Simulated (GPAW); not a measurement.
Runs of GPAW 26.7.0 on GeS. It takes space group Pnma (No. 62, orthorhombic). The conventional cell has a = 10.481 Å, b = 3.646 Å, c = 4.299 Å, α = 90.00°, β = 90.00°, γ = 90.00°. Ge (site symmetry m) is surrounded by 3 S at 2.44 to 2.45 Å. Around S (site symmetry m) lie 3 Ge at 2.44 to 2.45 Å. 

| task | level | potentials or basis | k mesh | band path | band points | mesh quality | gap on the mesh (eV) | pressure (GPa) | V0 of scaled cells (Å³/atom) | B0 (GPa) | largest force (eV/Å) |
| --- | --- | --- | --- | --- | --- | --- | --- | --- | --- | --- | --- |
| single point | PBE | GPAW PAW data sets (gpaw-data 1.2.1), pw | 3 × 7 × 6 | - | - | not flagged | 1.11 | 2.4 | - | - | 0.19 |
| equation of state | PBEsol | PAW data sets generated in the run's folder for this functional, pw | 2 × 5 × 4 | - | - | coarse | - | - | 20.26 | (a) | - |
| band structure | PBEsol | PAW data sets generated in the run's folder for this functional, pw | 2 × 5 × 4 | GXSYGZURTZ,YT,UX,SR | 60 | not flagged | 1.04 | -1.0 | - | - | 0.10 |
| band structure | LDA | the program's PAW data sets (release 1.2.1) made for this functional, pw | 2 × 5 × 4 | GXSYGZURTZ,YT,UX,SR | 60 | not flagged | (b) | -2.6 | - | - | 0.05 |
| band structure | PBE | GPAW PAW data sets (gpaw-data 1.2.1), pw | 2 × 5 × 4 | GXSYGZURTZ,YT,UX,SR | 60 | not flagged | 1.11 | 2.4 | - | - | 0.17 |
| equation of state | LDA | the program's PAW data sets (release 1.2.1) made for this functional, pw | 2 × 5 × 4 | - | - | coarse | - | - | 19.77 | 73 | - |

Alike in all rows: no spin polarisation; cell as given; cutoff (eV) 600; smearing fermi-dirac 0.05 eV.

Task: Estimate the missing entries.

Result: (a) 68; (b) 1.02.

Caveats: some runs use coarse meshes; the cell was scaled at fixed shape and fractional positions, which overstates the stiffness of a crystal with free parameters, most of all of layers and chains (some runs); an odd mesh through Γ misses points on the zone boundary, where band edges often lie (some runs).

A k mesh can miss the band edges, and the runs leave out spin-orbit coupling on Ge.
